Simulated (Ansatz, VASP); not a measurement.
# Two plane-wave programs on SiC

File INCAR:

```
SYSTEM = SiC
PREC = Accurate
ENCUT = 520
EDIFF = 1E-6
ISMEAR = -1
SIGMA = 0.02
LREAL = .FALSE.
LASPH = .TRUE.
NELM = 100
ALGO = Normal
ISIF = 2
LWAVE = .FALSE.
LCHARG = .FALSE.
GGA = PE
NBANDS = 11
```

File KPOINTS:

```
Automatic mesh
0
G
  10 10 10
  0 0 0
```

File POSCAR:

```
SiC
1.0
    0.0000000000      2.1713003854      2.1780523476
    2.1713003854      0.0000000000      2.1780523476
    2.1713003854      2.1713003854      0.0000000000
Si C
1 1
Direct
    0.0000000000      0.0000000000      0.0000000000
    0.2500000000      0.2500000000      0.2500000000
```

Input for Ansatz:

```yaml
crystal:
  lattice:
    - [0.0, 2.1713003854, 2.1780523476]
    - [2.1713003854, 0.0, 2.1780523476]
    - [2.1713003854, 2.1713003854, 0.0]
  atoms:
    - { symbol: Si, position: [0.0, 0.0, 0.0] }
    - { symbol: C, position: [0.25, 0.25, 0.25] }
kpoints:
  mp_grid: { grid: [10, 10, 10] }
  band_path:
    path:
      - [0.0, 0.0, 0.0]
      - [-0.5, -0.5, 0.0]
      - [-0.375, -0.375, 0.25]
      - [-0.375, 0.0, 0.375]
      - [0.0, 0.0, 0.5]
      - [-0.5, -0.25, 0.25]
    npoints: 1
hamiltonian:
  xc: pbe
scf:
  occupations: { method: fermi_dirac, width: 0.02 }
  n_extra_bands: 4
output:
  forces: true
  stress: true
  eigenvalues: true
```

Change from the starting cell: biaxial_xy strain -0.3%.

Alike in both runs: task single point; functional PBE; k mesh 10 × 10 × 10; occupations fermi-dirac, width 0.02 eV; no spin polarisation.

|  | VASP | Ansatz |
| --- | --- | --- |
| version | VASP 6.6.1 | Ansatz 0.2.0 |
| potentials or method | VASP PAW PBE potentials, release 64 (Si, C) | plane waves, PAW |
| plane-wave cutoff (eV) | 520 | 420 |
| valence electrons in the cell | 8 | 8 |

Ansatz gave:

| Property | Result |
| --- | --- |
| gap on the k mesh at the Fermi level (eV) | 1.34 |
| pressure (GPa) | 5.0 |
| largest component of the traceless stress (GPa) | 0.54 |

Problem. What did VASP give for the same quantities?

Solution. gap on the k mesh at the Fermi level (eV): 1.33; pressure (GPa): 4.9; largest component of the traceless stress (GPa): 0.54.

The functional is the same, so the differences come from potentials, cutoffs and numerics.

A k mesh can miss the band edges.
